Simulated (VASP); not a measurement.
Runs of VASP 6.6.1 on MgS. It takes space group Imm2 (No. 44, orthorhombic). The conventional cell has a = 3.679 Å, b = 5.203 Å, c = 3.679 Å, α = 90.00°, β = 90.00°, γ = 90.00°. Mg (site symmetry mm2) has 6 S at 2.47 to 2.74 Å as nearest neighbours. S (site symmetry mm2) is surrounded by 6 Mg at 2.47 to 2.74 Å. 

```tsv
cell	gap on the mesh (eV)	pressure (GPa)	largest force (eV/Å)
all Mg atoms moved +0.188 Å, as atom 1 towards its neighbour atom 1 (Mg) at 3.679 Å	2.78	2.0	0.55
all Mg atoms moved -0.500 Å, as atom 1 towards its neighbour atom 1 (Mg) at 3.679 Å	2.84	9.2	1.86
all Mg atoms moved -0.250 Å, as atom 1 towards its neighbour atom 1 (Mg) at 3.679 Å	2.79	(a)	0.77
all Mg atoms moved +0.312 Å, as atom 1 towards its neighbour atom 1 (Mg) at 3.679 Å	2.80	4.1	(b)
```

Alike in all rows: task single point; level PBE; potentials or basis VASP PAW PBE potentials, release 64 (Mg, S); no spin polarisation; k mesh 8 × 8 × 8; cutoff (eV) 520; smearing gaussian 0.05 eV.

Problem. Estimate the missing entries.

Solution. (a) 3.0; (b) 1.00.

Caveats: forces of over 1 eV/Å show positions far from the minimum, so gaps and moduli don't describe the material at rest (some runs).

A k mesh can miss the band edges.
